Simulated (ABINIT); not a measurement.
# Zn (Fm-3m) in ABINIT: convergence with cutoff

Aim: find how far cutoff must go before the results for Zn settle, at PBEsol. This setting moves, with any that are tied to it; all else stays.

Everything below comes from runs of ABINIT 10.8.3 (patched build). Logs are shortened: lines on timing, memory, paths and dates and some standing lists are left out, and cuts for length are marked. The log counts tension as positive stress, the text compression.

## Step 1: The structure

Symmetry: Fm-3m, No. 225, cubic system. The conventional cell has a = 3.930 Å, b = 3.930 Å, c = 3.930 Å, α = 90.00°, β = 90.00°, γ = 90.00°. Around Zn (site symmetry m-3m) lie 12 Zn at 2.78 Å.

This isn't the form of Zn at room conditions, which is hcp.

## Step 2: With cutoff 9 Ha

Contents of run.abi:

```
pp_dirpath "./"
pseudos "Zn.GGA_PBE-JTH.xml"

acell 2.7786128662 2.7786128662 2.7786128662 Angstrom
rprim
     0.0000000000     0.7071067812     0.7071067812
     0.7071067812     0.0000000000     0.7071067812
     0.7071067812     0.7071067812     0.0000000000
ntypat 1
znucl 30
natom 1
typat 1
xred
     0.0000000000     0.0000000000     0.0000000000

ecut 9.0
pawecutdg 57.2
pawxcdev 0

kptopt 1
ngkpt 12 12 12
nshiftk 1
shiftk 0.0 0.0 0.0

ixc -116133

nband 10
occopt 6
tsmear 0.00183747

nstep 100
tolvrs 1.0e-9

iomode 3
prtwf 0
prtden 0
prteig 0
prtebands 0
enunit 1
```

Potentials or basis: JTH PAW PBE v2.0.

Started as:

```sh
> abinit run.abi > log 2>&1
```

Wall time 4.3 s (1 thread of Arm Neoverse V2, shared host); peak memory 0.08 GiB.

The run converged, but runs of this kind are known to go wrong with this program or these potentials, so none of its numbers is taken as a property of the crystal.

Caveat: the pressure is absurd: the run is broken; the cutoff is too short for stress, so the log's stress isn't used; the PAW data sets were made with another functional, which shifts forces and pressure a little.

## Step 3: With cutoff 11 Ha

run.abi: that of step 2 with these lines changed.

```diff
@@ -15,3 +15,3 @@
 
-ecut 9.0
+ecut 11.0
 pawecutdg 57.2
```

Potentials or basis: JTH PAW PBE v2.0.

Started as:

```sh
> abinit run.abi > log 2>&1
```

Wall time 5.4 s (1 thread of Arm Neoverse V2, shared host); peak memory 0.08 GiB.

It converged, with:

```
Free energy                                           : -1749.0470 eV
Band gap on the k mesh                                : none (metal or under the smearing width)
Valence electrons inside the program's atomic spheres : Zn 10.73 (radii [1.2212] Å)
```

## Step 4: With cutoff 13 Ha

run.abi: that of step 3 with these lines changed.

```diff
@@ -15,3 +15,3 @@
 
-ecut 11.0
+ecut 13.0
 pawecutdg 57.2
```

Started as:

```sh
> abinit run.abi > log 2>&1
```

Wall time 11 s (1 thread of Arm Neoverse V2, shared host); peak memory 0.08 GiB.

It converged, with:

* Free energy: -1749.6005 eV
* Band gap on the k mesh: none (metal or under the smearing width)
* Valence electrons inside the program's atomic spheres: Zn 10.73 (radii [1.2212] Å)

## Step 5: With cutoff 15.5 Ha

run.abi: that of step 4 with these lines changed.

```diff
@@ -15,3 +15,3 @@
 
-ecut 13.0
+ecut 15.5
 pawecutdg 57.2
```

Started as:

```sh
> abinit run.abi > log 2>&1
```

Wall time 13 s (1 thread of Arm Neoverse V2, shared host); peak memory 0.09 GiB.

The run converged. Its results:

| Quantity | Value |
| --- | --- |
| Free energy | -1749.6264 eV |
| Band gap on the k mesh | none (metal or under the smearing width) |
| Valence electrons inside the program's atomic spheres | Zn 10.73 (radii [1.2212] Å) |

## Step 6: With cutoff 18.5 Ha

run.abi: that of step 5 with these lines changed.

```diff
@@ -15,3 +15,3 @@
 
-ecut 15.5
+ecut 18.5
 pawecutdg 57.2
```

Potentials or basis: JTH PAW PBE v2.0.

Started as:

```sh
> abinit run.abi > log 2>&1
```

Run time: 18 s. Hardware: 1 thread of Arm Neoverse V2, shared host; peak memory 0.09 GiB.

The run converged. Its results:

- Free energy: -1749.6523 eV
- Band gap on the k mesh: none (metal or under the smearing width)
- Valence electrons inside the program's atomic spheres: Zn 10.73 (radii [1.2212] Å)

## Step 7: With cutoff 22 Ha

run.abi: that of step 6 with these lines changed.

```diff
@@ -15,3 +15,3 @@
 
-ecut 18.5
+ecut 22.0
 pawecutdg 57.2
```

Started as:

```sh
> abinit run.abi > log 2>&1
```

Wall time 13 s (1 thread of Arm Neoverse V2, shared host); peak memory 0.09 GiB.

The run converged. Its results:

- Free energy: -1749.6727 eV
- Pressure: -5.7 GPa
- Band gap on the k mesh: none (metal or under the smearing width)
- Valence electrons inside the program's atomic spheres: Zn 10.73 (radii [1.2212] Å)

## Step 8: With cutoff 25.5 Ha

run.abi: that of step 7 with these lines changed.

```diff
@@ -15,3 +15,3 @@
 
-ecut 22.0
+ecut 25.5
 pawecutdg 57.2
```

Started as:

```sh
> abinit run.abi > log 2>&1
```

Run time: 21 s. Hardware: 1 thread of Arm Neoverse V2, shared host; peak memory 0.1 GiB.

It converged, with:

- Free energy: -1749.6750 eV
- Pressure: -5.4 GPa
- Band gap on the k mesh: none (metal or under the smearing width)
- Valence electrons inside the program's atomic spheres: Zn 10.73 (radii [1.2212] Å)

## Step 9: With cutoff 29.5 Ha

run.abi: that of step 8 with these lines changed.

```diff
@@ -15,3 +15,3 @@
 
-ecut 25.5
+ecut 29.5
 pawecutdg 57.2
```

Potentials or basis: JTH PAW PBE v2.0.

Started as:

```sh
> abinit run.abi > log 2>&1
```

Run time: 22 s. Hardware: 1 thread of Arm Neoverse V2, shared host; peak memory 0.1 GiB.

Results (log left out):

```yaml
Free_energy: -1749.6764 eV
Pressure: -5.5 GPa
Band_gap_on_the_k_mesh: none (metal or under the smearing width)
Valence_electrons_inside_the_program's_atomic_spheres: Zn 10.73 (radii [1.2212] Å)
```

## Step 10: With cutoff 35 Ha

run.abi: that of step 9 with these lines changed.

```diff
@@ -15,3 +15,3 @@
 
-ecut 29.5
+ecut 35.0
 pawecutdg 57.2
```

Potentials or basis: JTH PAW PBE v2.0.

Started as:

```sh
> abinit run.abi > log 2>&1
```

run.abo:

```text
.Version 10.8.3 of ABINIT
 Symmetries : space group Fm -3 m (#225); Bravais cF (face-center cubic)
================================================================================
 Values of the parameters that define the memory need of the present run
     intxc =       0    ionmov =       0      iscf =      17    lmnmax =      18
     lnmax =       6     mgfft =      30  mpssoang =       3    mqgrid =    3001
     natom =       1  nloc_mem =       2    nspden =       1   nspinor =       1
    nsppol =       1      nsym =      48    n1xccc =       1    ntypat =       1
    occopt =       6   xclevel =       2
       mpw =        1036          nfft =       27000          nkpt =          72
 PAW method is used; the additional fine FFT grid is defined by:
   mgfftf=        36    nfftf =     46656
================================================================================
================================================================================

--------------------------------------------------------------------------------
------------- Echo of variables that govern the present computation ------------
--------------------------------------------------------------------------------
 -outvars: echo values of preprocessed input variables --------
            acell      5.2508173270E+00  5.2508173270E+00  5.2508173270E+00 Bohr
              amu      6.53900000E+01
             ecut      3.50000000E+01 Hartree
           enunit           1
                       outvar_i_n : Printing only first  50 k-points.
              ixc     -116133
                       outvar_i_n : Printing only first  50 k-points.
         kptrlatt       12    0    0      0   12    0      0    0   12
          kptrlen      6.30098079E+01
            natom           1
            nband          10
            ngfft          30      30      30
          ngfftdg          36      36      36
             nkpt          72
            nstep         100
             nsym          48
           ntypat           1
                       prtocc : prtvol=0, do not print more k-points.
           occopt           6
        pawecutdg      5.72000000E+01 Hartree
         pawxcdev           0
           prtden           0
        prtebands           0
           prteig           0
            prtwf           0
            rprim      0.0000000000E+00  7.0710678120E-01  7.0710678120E-01
                       7.0710678120E-01  0.0000000000E+00  7.0710678120E-01
                       7.0710678120E-01  7.0710678120E-01  0.0000000000E+00
          spgroup         225
           tolvrs      1.00000000E-09
           tsmear      1.83747000E-03 Hartree
            typat      1
           useylm           1
                       outvars : Printing only first  50 k-points.
            znucl       30.00000

================================================================================

 chkinp: Checking input parameters for consistency.

================================================================================
== DATASET  1 ==================================================================

--- !DatasetInfo
iteration_state: {dtset: 1, }
[... 107 lines left out ...]
- [ -0.00000000E+00,  -0.00000000E+00,  -0.00000000E+00, ]
force_length_stats: {min:   0.00000000E+00, max:   0.00000000E+00, mean:   0.00000000E+00, }
...

 Integrated electronic density in atomic spheres:
 ------------------------------------------------
 Atom  Sphere_radius  Integrated_density
    1        2.30770         10.73206717

================================================================================

 ----iterations are completed or convergence reached----

 Mean square residual over all n,k,spin=   21.510E-10; max=  13.095E-07
 reduced coordinates (array xred) for    1 atoms
       0.000000000000      0.000000000000      0.000000000000
 rms dE/dt=  0.0000E+00; max dE/dt=  0.0000E+00; dE/dt below (all hartree)
    1       0.000000000000      0.000000000000      0.000000000000

 cartesian coordinates (angstrom) at end:
    1      0.00000000000000     0.00000000000000     0.00000000000000

 cartesian forces (hartree/bohr) at end:
    1     -0.00000000000000    -0.00000000000000    -0.00000000000000
 frms,max,avg= 0.0000000E+00 0.0000000E+00   0.000E+00  0.000E+00  0.000E+00 h/b

 cartesian forces (eV/Angstrom) at end:
    1     -0.00000000000000    -0.00000000000000    -0.00000000000000
 frms,max,avg= 0.0000000E+00 0.0000000E+00   0.000E+00  0.000E+00  0.000E+00 e/A
 length scales=  5.250817327042  5.250817327042  5.250817327042 bohr
              =  2.778612866200  2.778612866200  2.778612866200 angstroms
 Fermi (or HOMO) energy (eV) =  10.27714   Average Vxc (eV)= -10.71703
 Eigenvalues (   eV  ) for nkpt=  72  k points:
 kpt#   1, nband= 10, wtk=  0.00058, kpt=  0.0000  0.0000  0.0000 (reduced coord)
  -0.07413    2.75672    2.75672    2.75672    3.14111    3.14111   28.46668   28.46668
  28.46668   28.90563
 prteigrs : prtvol=0 or 1, do not print more k-points.

--- !EnergyTerms
iteration_state     : {dtset: 1, }
comment             : Components of total free energy in Hartree
kinetic             :  6.53588635898558E+00
hartree             :  1.38271933421484E+01
xc                  : -1.75636952639968E+00
Ewald energy        : -4.44546161145270E+01
psp_core            :  9.66593785453539E-01
local_psp           : -5.55586908641796E+01
PAW spherical_terms :  1.61405126932374E+01
internal            : -6.42994903252814E+01
'-kT*entropy'       : -1.00104926808595E-05
total_energy        : -6.42995003357741E+01
total_energy_eV     : -1.74967853906033E+03
...

--- !EnergyTermsDC
iteration_state     : {dtset: 1, }
comment             : '"Double-counting" decomposition of free energy'
band_energy         :  1.52007456303464E+00
Ewald energy        : -4.44546161145270E+01
psp_core            :  9.66593785453539E-01
xc_dc               : -1.34345733421609E+01
PAW spherical_terms : -8.89696826542091E+00
internal            : -6.42994893736207E+01
'-kT*entropy'       : -1.00104926808595E-05
total_energy_dc     : -6.42994993841134E+01
total_energy_dc_eV  : -1.74967851316433E+03
...

--- !EnergyTermsWithPAWCore
iteration_state     : {dtset: 1, }
comment             : 'Components of total free energy, including PAW core contributions'
Total energy        : -1.79465858856954E+03
Total energy DC     : -1.79465858761788E+03
Total energy (eV)   : -4.88351480332329E+04
Total energy DC (eV): -4.88351480073369E+04
...

 Cartesian components of stress tensor (hartree/bohr^3)
  sigma(1 1)=  1.82775940E-04  sigma(3 2)=  0.00000000E+00
  sigma(2 2)=  1.82775940E-04  sigma(3 1)=  0.00000000E+00
  sigma(3 3)=  1.82775940E-04  sigma(2 1)=  0.00000000E+00

-Cartesian components of stress tensor (GPa)         [Pressure= -5.3775E+00 GPa]
- sigma(1 1)=  5.37745381E+00  sigma(3 2)=  0.00000000E+00
- sigma(2 2)=  5.37745381E+00  sigma(3 1)=  0.00000000E+00
- sigma(3 3)=  5.37745381E+00  sigma(2 1)=  0.00000000E+00

== END DATASET(S) ==============================================================
================================================================================

 -outvars: echo values of variables after computation  --------
            acell      5.2508173270E+00  5.2508173270E+00  5.2508173270E+00 Bohr
           etotal     -6.4299499384E+01
            fcart     -0.0000000000E+00 -0.0000000000E+00 -0.0000000000E+00
            rprim      0.0000000000E+00  7.0710678120E-01  7.0710678120E-01
                       7.0710678120E-01  0.0000000000E+00  7.0710678120E-01
                       7.0710678120E-01  7.0710678120E-01  0.0000000000E+00
           strten      1.8277593989E-04  1.8277593989E-04  1.8277593989E-04
                       0.0000000000E+00  0.0000000000E+00  0.0000000000E+00
 Calculation completed.
```

Run time: 49 s. Hardware: 1 thread of Arm Neoverse V2, shared host; peak memory 0.11 GiB.

Results:

```yaml
Free_energy: -1749.6785 eV
Pressure: -5.4 GPa
Band_gap_on_the_k_mesh: none (metal or under the smearing width)
Valence_electrons_inside_the_program's_atomic_spheres: Zn 10.73 (radii [1.2212] Å)
```

## Step 11: Result

| cutoff | energy less the tightest run (meV/atom) | SCF cycles | CPU time (s) | peak memory (GiB) |
| --- | --- | --- | --- | --- |
| 9 Ha | 5930.76 | 10 | 4.3 | 0.08 |
| 11 Ha | 631.56 | 12 | 5.4 | 0.08 |
| 13 Ha | 78.00 | 22 | 11 | 0.08 |
| 15.5 Ha | 52.14 | 24 | 13 | 0.09 |
| 18.5 Ha | 26.22 | 23 | 18 | 0.09 |
| 22 Ha | 5.83 | 14 | 13 | 0.09 |
| 25.5 Ha | 3.55 | 23 | 21 | 0.1 |
| 29.5 Ha | 2.16 | 18 | 22 | 0.1 |
| 35 Ha | 0.00 | 33 | 49 | 0.11 |

Not settled before the last step: the energy (to 1 meV/atom). The tightest run that finished is the yardstick and may itself not be fully converged.

Caveats: the PAW data sets were made with another functional, which shifts forces and pressure a little.
